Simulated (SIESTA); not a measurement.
BaTiO3:

```
CELL_PARAMETERS angstrom
4.00600 0.00000 0.00000
0.00000 4.00600 0.00000
0.00000 0.00000 4.00600
ATOMIC_POSITIONS crystal
Ba 0.50000 0.50000 0.50000
Ti 0.00000 0.00000 0.00000
O 0.00000 0.00000 0.50000
O 0.00000 0.50000 0.00000
O 0.50000 0.00000 0.00000
```

* Program: SIESTA 5.4.2
* Task: single point
* Functional: PBE
* Potentials or basis: PseudoDojo 0.4 standard (PBE files)
* Basis: DZP (energy shift 0.003 Ry; two zetas on semicore shells; d shell added on Ba)
* Grid cutoff: 800 Ry
* Energy shift: 0.003 Ry
* k mesh: 7 × 7 × 7
* Occupations: fermi-dirac, width 0.05 eV
* Spin: no spin polarisation

On this cell: pressure 3.8 GPa; largest force zero by symmetry; band gap on the k mesh 1.74 eV, indirect (least direct gap 1.81 eV).

The same run follows on a disturbed copy (atoms moved at random, drawn with an rms of 0.05 Å):

```
Ba Ti O
1.0
     4.00600    0.00000    0.00000
     0.00000    4.00600    0.00000
     0.00000    0.00000    4.00600
Ba Ti O
1 1 3
Direct
  0.49958 0.49322 0.50628
  0.00007 0.99796 0.98907
  0.00338 0.00764 0.49317
  0.00026 0.49397 0.00679
  0.50262 0.99346 0.00855
```

What changes?

The energy moves by +7.1 meV/atom; pressure 3.8 GPa; largest force 0.743 eV/Å; band gap on the k mesh 1.75 eV, indirect (least direct gap 1.82 eV).

Forces in eV/Å, atoms in the order of the input:
```
Ba   0.046  0.146 -0.303
Ti  -0.051  0.014  0.224
O   -0.032 -0.304  0.677
O    0.033  0.162 -0.281
O    0.003 -0.018 -0.315
```

Stress tensor (GPa, compression positive):
```
 3.88  0.03  0.02
 0.03  3.91 -0.04
 0.02 -0.04  3.69
```

Caveats: this set's barium file shifts pressures by up to 1 GPa against other sets; spin-orbit coupling is left out, which moves the levels of the heavy elements; an odd mesh through Γ misses points on the zone boundary, where band edges often lie; the basis of atomic orbitals isn't converged, which shifts pressures, moduli and gaps.
